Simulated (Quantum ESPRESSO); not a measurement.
# BAs (F-43m) in Quantum ESPRESSO: notebook

Runs on BAs. Level: LDA. Tasks: single point, equation of state.

Everything below comes from runs of Quantum ESPRESSO 7.5. Logs are shortened: lines on timing, memory, paths and dates and some standing lists are left out, and cuts for length are marked.

**Measured values to compare with.**

“Basic Physical Properties of Cubic Boron Arsenide”, 2019, arxiv:1911.11281 quotes, for a bulk crystal of BAs: bulk modulus 148 GPa.

The results are compared with them further down.

## Step 1: Starting point

Symmetry: F-43m, No. 216, cubic system. The conventional cell has a = 4.777 Å, b = 4.777 Å, c = 4.777 Å, α = 90.00°, β = 90.00°, γ = 90.00°. As (site symmetry -43m) has 4 B at 2.07 Å as nearest neighbours. B (site symmetry -43m) is surrounded by 4 As at 2.07 Å.

## Step 2: Single point, LDA, 12.81 Å³/atom

The input, pw.in:

```
&CONTROL
  calculation = 'scf'
  prefix = 'pwscf'
  outdir = './tmp'
  pseudo_dir = './pseudo'
  tprnfor = .true.
  tstress = .true.
  disk_io = 'nowf'
/
&SYSTEM
  ibrav = 0
  nat = 2
  ntyp = 2
  ecutwfc = 80
  nbnd = 15
  occupations = 'smearing'
  smearing = 'fd'
  degauss = 0.00367493
/
&ELECTRONS
  conv_thr = 4d-10
  electron_maxstep = 120
  mixing_beta = 0.5
/
ATOMIC_SPECIES
As    74.9216 As.upf
B     10.8100 B.upf
CELL_PARAMETERS angstrom
   0.0000000000    2.3397414207    2.3397414207
   2.3397414207    0.0000000000    2.3397414207
   2.3397414207    2.3397414207    0.0000000000
ATOMIC_POSITIONS crystal
As     0.7500000000    0.7500000000    0.7500000000
B      0.0000000000    0.0000000000    0.0000000000
K_POINTS automatic
10 10 10 0 0 0
```

Potentials or basis: PseudoDojo 0.4.1 SR LDA standard.

Launch:

```console
> OMP_NUM_THREADS=1 pw.x -in pw.in > pw.out
```

pw.out:

```text
This program is part of the open-source Quantum ESPRESSO suite
     for quantum simulation of materials; please cite
         "P. Giannozzi et al., J. Phys.:Condens. Matter 21 395502 (2009);
         "P. Giannozzi et al., J. Phys.:Condens. Matter 29 465901 (2017);
         "P. Giannozzi et al., J. Chem. Phys. 152 154105 (2020);
     in publications or presentations arising from this work. More details at

     Message from routine setup:
     using ibrav=0 with symmetry is DISCOURAGED, use correct ibrav instead

     G-vector sticks info
     --------------------
     sticks:   dense  smooth     PW     G-vecs:    dense   smooth      PW
     Sum         859     859    253                16625    16625    2741

     Using Slab Decomposition

     bravais-lattice index     =            0
     lattice parameter (alat)  =       6.2529  a.u.
     unit-cell volume          =     172.8742 (a.u.)^3
     number of atoms/cell      =            2
     number of atomic types    =            2
     number of electrons       =        18.00
     number of Kohn-Sham states=           15
     kinetic-energy cutoff     =      80.0000  Ry
     charge density cutoff     =     320.0000  Ry
     scf convergence threshold =      4.0E-10
     mixing beta               =       0.5000
     number of iterations used =            8  plain     mixing
     Exchange-correlation= SLA  PW   NOGX NOGC
                           (   1   4   0   0   0   0   0)

     celldm(1)=   6.252904  celldm(2)=   0.000000  celldm(3)=   0.000000
     celldm(4)=   0.000000  celldm(5)=   0.000000  celldm(6)=   0.000000

     crystal axes: (cart. coord. in units of alat)
               a(1) = (   0.000000   0.707107   0.707107 )
               a(2) = (   0.707107   0.000000   0.707107 )
               a(3) = (   0.707107   0.707107   0.000000 )

     reciprocal axes: (cart. coord. in units 2 pi/alat)
               b(1) = ( -0.707107  0.707107  0.707107 )
               b(2) = (  0.707107 -0.707107  0.707107 )
               b(3) = (  0.707107  0.707107 -0.707107 )

     PseudoPot. # 1 for As read from file:
     As.upf
     Pseudo is Norm-conserving + core correction, Zval = 15.0
     Generated using ONCVPSP code by D. R. Hamann
     Using radial grid of 1326 points,  6 beta functions with:
                l(1) =   0
                l(2) =   0
                l(3) =   1
                l(4) =   1
                l(5) =   2
                l(6) =   2

     PseudoPot. # 2 for B  read from file:
     B.upf
     Pseudo is Norm-conserving + core correction, Zval =  3.0
     Generated using ONCVPSP code by D. R. Hamann
     Using radial grid of 1498 points,  4 beta functions with:
                l(1) =   0
                l(2) =   0
                l(3) =   1
                l(4) =   1

     atomic species   valence    mass     pseudopotential
     As               15.00    74.92160     As( 1.00)
     B                 3.00    10.81000     B ( 1.00)

     24 Sym. Ops. (no inversion) found

   Cartesian axes

     site n.     atom                  positions (alat units)
         1        As     tau(   1) = (   1.0606602   1.0606602   1.0606602  )
         2        B      tau(   2) = (   0.0000000   0.0000000   0.0000000  )

     number of k points=    47  Fermi-Dirac smearing, width (Ry)=  0.0037
                       cart. coord. in units 2pi/alat
        k(    1) = (   0.0000000   0.0000000   0.0000000), wk =   0.0020000
        k(    2) = (   0.0707107   0.0707107  -0.0707107), wk =   0.0160000
        k(    3) = (   0.1414214   0.1414214  -0.1414214), wk =   0.0160000
        k(    4) = (   0.2121320   0.2121320  -0.2121320), wk =   0.0160000
        k(    5) = (   0.2828427   0.2828427  -0.2828427), wk =   0.0160000
        k(    6) = (  -0.3535534  -0.3535534   0.3535534), wk =   0.0080000
[... 39 lines left out ...]
        k(   46) = (  -0.0707107  -0.3535534   0.6363961), wk =   0.0480000
        k(   47) = (  -0.7071068   0.2828427   0.0000000), wk =   0.0240000

     Dense  grid:    16625 G-vectors     FFT dimensions: (  36,  36,  36)

     Initial potential from superposition of free atoms

     starting charge      17.9996, renormalised to      18.0000
     Starting wfcs are   13 randomized atomic wfcs +    2 random wfcs

     Self-consistent Calculation

     iteration #  1     ecut=    80.00 Ry     beta= 0.50
     Davidson diagonalization with overlap
     ethr =  1.00E-02,  avg # of iterations =  5.3

     Threshold (ethr) on eigenvalues was too large:
     Diagonalizing with lowered threshold

     Davidson diagonalization with overlap
     ethr =  9.95E-04,  avg # of iterations =  1.0

     total energy              =    -217.83608497 Ry
     estimated scf accuracy    <       0.18057001 Ry

     iteration #  2     ecut=    80.00 Ry     beta= 0.50
     Davidson diagonalization with overlap
     ethr =  1.00E-03,  avg # of iterations =  2.3

     total energy              =    -217.86902751 Ry
     estimated scf accuracy    <       0.01109713 Ry

     iteration #  3     ecut=    80.00 Ry     beta= 0.50
     Davidson diagonalization with overlap
     ethr =  6.17E-05,  avg # of iterations =  3.0

     total energy              =    -217.86971075 Ry
     estimated scf accuracy    <       0.00146911 Ry

     iteration #  4     ecut=    80.00 Ry     beta= 0.50
     Davidson diagonalization with overlap
     ethr =  8.16E-06,  avg # of iterations =  3.2

     total energy              =    -217.86980509 Ry
     estimated scf accuracy    <       0.00003014 Ry

     iteration #  5     ecut=    80.00 Ry     beta= 0.50
     Davidson diagonalization with overlap
     ethr =  1.67E-07,  avg # of iterations =  2.5
[... 8 lines left out ...]
     total energy              =    -217.86981072 Ry
     estimated scf accuracy    <       0.00000011 Ry

     iteration #  7     ecut=    80.00 Ry     beta= 0.50
     Davidson diagonalization with overlap
     ethr =  6.29E-10,  avg # of iterations =  2.0

     total energy              =    -217.86981074 Ry
     estimated scf accuracy    <          7.1E-09 Ry

     iteration #  8     ecut=    80.00 Ry     beta= 0.50
     Davidson diagonalization with overlap
     ethr =  3.93E-11,  avg # of iterations =  2.0

     total energy              =    -217.86981074 Ry
     estimated scf accuracy    <          4.3E-10 Ry

     iteration #  9     ecut=    80.00 Ry     beta= 0.50
     Davidson diagonalization with overlap
     ethr =  2.41E-12,  avg # of iterations =  2.1

     End of self-consistent calculation

          k = 0.0000 0.0000 0.0000 (  2085 PWs)   bands (ev):

   -23.9799 -23.9799 -23.9799 -23.9517 -23.9517  -3.8835  12.0833  12.0833
    12.0833  15.4313  15.4313  15.4313  17.5369  21.7869  25.6232

          k = 0.0707 0.0707-0.0707 (  2085 PWs)   bands (ev):

   -23.9794 -23.9789 -23.9789 -23.9517 -23.9517  -3.7106  10.6542  11.7611
    11.7611  15.6776  15.8539  15.8539  18.2910  22.4701  24.3412

          k = 0.1414 0.1414-0.1414 (  2079 PWs)   bands (ev):

   -23.9784 -23.9766 -23.9766 -23.9513 -23.9513  -3.1997   8.1948  11.1533
    11.1533  15.5709  16.6028  16.6028  19.7295  23.5051  23.5554

          k = 0.2121 0.2121-0.2121 (  2081 PWs)   bands (ev):

   -23.9771 -23.9743 -23.9743 -23.9504 -23.9504  -2.3854   5.7927  10.6196
    10.6196  15.3496  16.9953  16.9953  20.7722  23.6847  24.0473

          k = 0.2828 0.2828-0.2828 (  2078 PWs)   bands (ev):

   -23.9761 -23.9729 -23.9729 -23.9491 -23.9491  -1.3988   3.8072  10.2784
    10.2784  15.1944  16.9907  16.9907  20.9993  24.4542  25.6829

          k =-0.3536-0.3536 0.3536 (  2060 PWs)   bands (ev):

   -23.9757 -23.9725 -23.9725 -23.9484 -23.9484  -0.8079   2.8773  10.1625
    10.1625  15.1415  16.9389  16.9389  20.9602  25.0615  27.1903

          k = 0.1414-0.0000 0.0000 (  2077 PWs)   bands (ev):
[... 99 lines left out ...]
          k =-0.0000-0.4243 0.4243 (  2097 PWs)   bands (ev):

   -23.9757 -23.9697 -23.9664 -23.9517 -23.9500  -0.3059   4.3858   5.8755
     9.2808  14.9916  19.6239  19.9528  20.8801  22.7181  23.7159

          k = 0.5657-0.0000 0.0000 (  2092 PWs)   bands (ev):

   -23.9857 -23.9617 -23.9617 -23.9588 -23.9449  -0.4487   4.6069   7.9917
     7.9917  13.1697  14.2563  22.9228  22.9228  24.8290  29.6312

          k =-0.0707-0.6364 0.6364 (  2097 PWs)   bands (ev):

   -23.9849 -23.9612 -23.9607 -23.9587 -23.9448   0.2760   3.7613   7.1983
     7.9156  13.5355  14.5233  23.1610  23.1720  25.0177  29.4601

          k = 0.0000-0.5657 0.5657 (  2097 PWs)   bands (ev):

   -23.9820 -23.9630 -23.9615 -23.9571 -23.9461   0.5987   3.6096   6.0656
     8.1614  13.8375  16.5235  22.3332  22.7179  23.7836  26.8838

          k =-0.7071 0.0000 0.0000 (  2100 PWs)   bands (ev):

   -23.9863 -23.9597 -23.9597 -23.9597 -23.9442   0.5559   3.3180   7.7532
     7.7532  13.3826  13.4580  23.9437  23.9437  25.3244  30.2070

          k = 0.2828 0.1414 0.0000 (  2075 PWs)   bands (ev):

   -23.9802 -23.9733 -23.9731 -23.9535 -23.9492  -2.7496   7.9192   9.0272
    10.6431  15.1764  17.4212  18.4020  18.5852  22.6427  25.0567

          k = 0.3536 0.2121-0.0707 (  2086 PWs)   bands (ev):

   -23.9786 -23.9718 -23.9704 -23.9532 -23.9484  -1.9487   5.9862   8.3005
    10.0508  15.7428  17.3666  18.4754  19.3553  23.2951  25.3520

          k =-0.2828-0.4243 0.5657 (  2079 PWs)   bands (ev):

   -23.9764 -23.9718 -23.9687 -23.9518 -23.9482  -0.9851   4.1410   8.0611
     9.4938  15.9446  17.0052  18.9508  20.4273  23.8477  25.7733

          k =-0.2121-0.3536 0.4950 (  2092 PWs)   bands (ev):

   -23.9752 -23.9722 -23.9681 -23.9508 -23.9485  -0.4150   3.2611   8.0137
     9.2657  15.9876  16.8162  19.0392  21.4926  23.4690  26.5966

          k = 0.4243 0.1414-0.0000 (  2078 PWs)   bands (ev):

   -23.9819 -23.9684 -23.9669 -23.9555 -23.9471  -1.6660   6.2656   7.9639
     8.9649  14.5655  16.5654  19.3159  20.8158  23.9349  27.0895

          k =-0.2121-0.4950 0.6364 (  2085 PWs)   bands (ev):

   -23.9798 -23.9684 -23.9647 -23.9550 -23.9470  -0.7616   4.8244   7.1873
     8.4531  15.1722  17.3027  18.9399  21.4375  24.2303  27.1792

          k =-0.1414-0.4243 0.5657 (  2093 PWs)   bands (ev):
[... 9 lines left out ...]
          k = 0.0000-0.2828 0.4243 (  2093 PWs)   bands (ev):

   -23.9766 -23.9717 -23.9672 -23.9530 -23.9485  -1.1058   5.2431   6.7646
     9.3841  16.3184  17.5023  18.5293  20.6511  23.3481  25.2830

          k =-0.1414-0.5657 0.7071 (  2083 PWs)   bands (ev):

   -23.9833 -23.9641 -23.9618 -23.9574 -23.9456  -0.3042   4.5473   7.3316
     7.7363  14.3000  15.2289  21.1831  22.8759  24.7303  28.4553

          k =-0.0707-0.4950 0.6364 (  2097 PWs)   bands (ev):

   -23.9806 -23.9655 -23.9610 -23.9565 -23.9465   0.4137   3.8664   6.3032
     7.6268  14.8316  16.6897  20.7324  22.4242  24.1664  27.7056

          k = 0.0000-0.4243 0.5657 (  2099 PWs)   bands (ev):

   -23.9772 -23.9686 -23.9620 -23.9546 -23.9481   0.4349   3.9235   5.6685
     8.0274  15.2586  18.8742  19.9940  21.0168  23.2596  26.1460

          k =-0.7071 0.1414 0.0000 (  2100 PWs)   bands (ev):

   -23.9838 -23.9622 -23.9600 -23.9582 -23.9452   0.6183   3.4732   7.1898
     7.2571  14.4753  14.5093  22.7713  23.0455  24.9445  28.8721

          k =-0.1414-0.4243 0.7071 (  2107 PWs)   bands (ev):

   -23.9774 -23.9696 -23.9620 -23.9549 -23.9477   0.0618   4.2863   6.2589
     7.6340  16.5470  17.4702  18.5019  22.1685  23.5241  26.8930

          k =-0.0707-0.3536 0.6364 (  2108 PWs)   bands (ev):

   -23.9752 -23.9711 -23.9611 -23.9547 -23.9481   0.5084   3.9091   6.0060
     7.2669  16.8332  18.0258  19.1903  20.4568  23.9034  27.4577

          k =-0.7071 0.2828 0.0000 (  2106 PWs)   bands (ev):

   -23.9776 -23.9685 -23.9601 -23.9559 -23.9473   0.7267   3.8013   6.3532
     6.6125  16.6333  17.0568  20.2540  20.2836  24.8218  28.3624

     the Fermi energy is    12.6091 ev

!    total energy              =    -217.86981074 Ry
     estimated scf accuracy    <          2.7E-11 Ry
     smearing contrib. (-TS)   =      -0.00000001 Ry
     internal energy E=F+TS    =    -217.86981072 Ry

     The total energy is F=E-TS. E is the sum of the following terms:
     one-electron contribution =     -98.58776804 Ry
     hartree contribution      =      59.53529340 Ry
     xc contribution           =     -49.33191197 Ry
     ewald contribution        =    -129.48542412 Ry

     convergence has been achieved in   9 iterations

     Forces acting on atoms (cartesian axes, Ry/au):

     atom    1 type  1   force =     0.00000000    0.00000000    0.00000000
     atom    2 type  2   force =    -0.00000000    0.00000000    0.00000000

     Total force =     0.000000     Total SCF correction =     0.000000

     Computing stress (Cartesian axis) and pressure

          total   stress  (Ry/bohr**3)                   (kbar)     P=       49.97
   0.00033970   0.00000000   0.00000000           49.97        0.00        0.00
   0.00000000   0.00033970   0.00000000            0.00       49.97        0.00
   0.00000000   0.00000000   0.00033970            0.00        0.00       49.97

=------------------------------------------------------------------------------=
   JOB DONE.
=------------------------------------------------------------------------------=
```

Wall time 22 s (1 thread of Arm Neoverse V1, shared host); peak memory 0.06 GiB.

What came out:

| Quantity | Value |
| --- | --- |
| Free energy | -2964.2698 eV |
| Pressure | 5.0 GPa |
| Band gap on the k mesh | 1.09 eV, indirect (least direct gap 3.35 eV) |

## Step 3: Single point, LDA, 13.08 Å³/atom

Edit pw.in of step 2 so:

```diff
@@ -28,5 +28,5 @@
 CELL_PARAMETERS angstrom
-   0.0000000000    2.3397414207    2.3397414207
-   2.3397414207    0.0000000000    2.3397414207
-   2.3397414207    2.3397414207    0.0000000000
+   0.0000000000    2.3562190158    2.3562190158
+   2.3562190158    0.0000000000    2.3562190158
+   2.3562190158    2.3562190158    0.0000000000
 ATOMIC_POSITIONS crystal
```

Potentials or basis: PseudoDojo 0.4.1 SR LDA standard.

Launch:

```console
> OMP_NUM_THREADS=1 pw.x -in pw.in > pw.out
```

Wall time 22 s (1 thread of Arm Neoverse V1, shared host); peak memory 0.06 GiB.

Results (log left out):

```yaml
Free_energy: -2964.2819 eV
Pressure: 1.6 GPa
Band_gap_on_the_k_mesh: 1.11 eV, indirect (least direct gap 3.32 eV)
```

## Step 4: Single point, LDA, 13.35 Å³/atom

Edit pw.in of step 3 so:

```diff
@@ -28,5 +28,5 @@
 CELL_PARAMETERS angstrom
-   0.0000000000    2.3562190158    2.3562190158
-   2.3562190158    0.0000000000    2.3562190158
-   2.3562190158    2.3562190158    0.0000000000
+   0.0000000000    2.3724693156    2.3724693156
+   2.3724693156    0.0000000000    2.3724693156
+   2.3724693156    2.3724693156    0.0000000000
 ATOMIC_POSITIONS crystal
```

Launch:

```console
> OMP_NUM_THREADS=1 pw.x -in pw.in > pw.out
```

Wall time 26 s (1 thread of Arm Neoverse V1, shared host); peak memory 0.06 GiB.

It converged, with:

```yaml
Free_energy: -2964.2829 eV
Pressure: -1.4 GPa
Band_gap_on_the_k_mesh: 1.12 eV, indirect (least direct gap 3.29 eV)
```

## Step 5: Single point, LDA, 13.63 Å³/atom

Edit pw.in of step 4 so:

```diff
@@ -28,5 +28,5 @@
 CELL_PARAMETERS angstrom
-   0.0000000000    2.3724693156    2.3724693156
-   2.3724693156    0.0000000000    2.3724693156
-   2.3724693156    2.3724693156    0.0000000000
+   0.0000000000    2.3885000000    2.3885000000
+   2.3885000000    0.0000000000    2.3885000000
+   2.3885000000    2.3885000000    0.0000000000
 ATOMIC_POSITIONS crystal
```

Launch:

```console
> OMP_NUM_THREADS=1 pw.x -in pw.in > pw.out
```

Wall time 26 s (1 thread of Arm Neoverse V1, shared host); peak memory 0.06 GiB.

Results (log left out):

```
Free energy            : -2964.2742 eV
Pressure               : -4.2 GPa
Band gap on the k mesh : 1.14 eV, indirect (least direct gap 3.26 eV)
```

## Step 6: Single point, LDA, 13.90 Å³/atom

Edit pw.in of step 5 so:

```diff
@@ -28,5 +28,5 @@
 CELL_PARAMETERS angstrom
-   0.0000000000    2.3885000000    2.3885000000
-   2.3885000000    0.0000000000    2.3885000000
-   2.3885000000    2.3885000000    0.0000000000
+   0.0000000000    2.4043183418    2.4043183418
+   2.4043183418    0.0000000000    2.4043183418
+   2.4043183418    2.4043183418    0.0000000000
 ATOMIC_POSITIONS crystal
```

Potentials or basis: PseudoDojo 0.4.1 SR LDA standard.

Launch:

```console
> OMP_NUM_THREADS=1 pw.x -in pw.in > pw.out
```

Run time: 26 s. Hardware: 1 thread of Arm Neoverse V1, shared host; peak memory 0.06 GiB.

Results (log left out):

| Quantity | Value |
| --- | --- |
| Free energy | -2964.2565 eV |
| Pressure | -6.6 GPa |
| Band gap on the k mesh | 1.16 eV, indirect (least direct gap 3.24 eV) |

## Step 7: Single point, LDA, 14.17 Å³/atom

Edit pw.in of step 6 so:

```diff
@@ -28,5 +28,5 @@
 CELL_PARAMETERS angstrom
-   0.0000000000    2.4043183418    2.4043183418
-   2.4043183418    0.0000000000    2.4043183418
-   2.4043183418    2.4043183418    0.0000000000
+   0.0000000000    2.4199312360    2.4199312360
+   2.4199312360    0.0000000000    2.4199312360
+   2.4199312360    2.4199312360    0.0000000000
 ATOMIC_POSITIONS crystal
```

Launch:

```console
> OMP_NUM_THREADS=1 pw.x -in pw.in > pw.out
```

It took 27 s on 1 thread of Arm Neoverse V1, shared host; peak memory 0.06 GiB.

Results (log left out):

```yaml
Free_energy: -2964.2309 eV
Pressure: -8.9 GPa
Band_gap_on_the_k_mesh: 1.17 eV, indirect (least direct gap 3.21 eV)
```

## Step 8: Single point, LDA, 14.44 Å³/atom

Edit pw.in of step 7 so:

```diff
@@ -28,5 +28,5 @@
 CELL_PARAMETERS angstrom
-   0.0000000000    2.4199312360    2.4199312360
-   2.4199312360    0.0000000000    2.4199312360
-   2.4199312360    2.4199312360    0.0000000000
+   0.0000000000    2.4353452264    2.4353452264
+   2.4353452264    0.0000000000    2.4353452264
+   2.4353452264    2.4353452264    0.0000000000
 ATOMIC_POSITIONS crystal
```

Launch:

```console
> OMP_NUM_THREADS=1 pw.x -in pw.in > pw.out
```

It took 27 s on 1 thread of Arm Neoverse V1, shared host; peak memory 0.07 GiB.

It converged, with:

```yaml
Free_energy: -2964.1980 eV
Pressure: -10.9 GPa
Band_gap_on_the_k_mesh: 1.19 eV, indirect (least direct gap 3.19 eV)
```

## Step 9: Equation of state, LDA

Potentials or basis: PseudoDojo 0.4.1 SR LDA standard.

This step only gathers the single runs of the series.

What came out:

```yaml
Equilibrium_volume: 13.25 Å³/atom
Bulk_modulus: 147 GPa
Pressure_derivative_of_the_bulk_modulus: 4.1
```

Energy against volume, from the lowest point:
```
volume (Å³/atom)  energy (meV/atom)
          12.809               6.58
          13.081               0.55
          13.354               0.00
          13.626               4.39
          13.899              13.20
          14.171              26.03
          14.444              42.46
```

LDA usually gives volumes a few per cent too small.

## Step 10: How close it comes

Step 9. Measured bulk modulus of BAs: 148 GPa (quoted in “Basic Physical Properties of Cubic Boron Arsenide”, 2019, arxiv:1911.11281). This calculation gives 147 GPa (-0.8 %). The fit is for a static lattice scaled at fixed shape and fixed fractional positions.
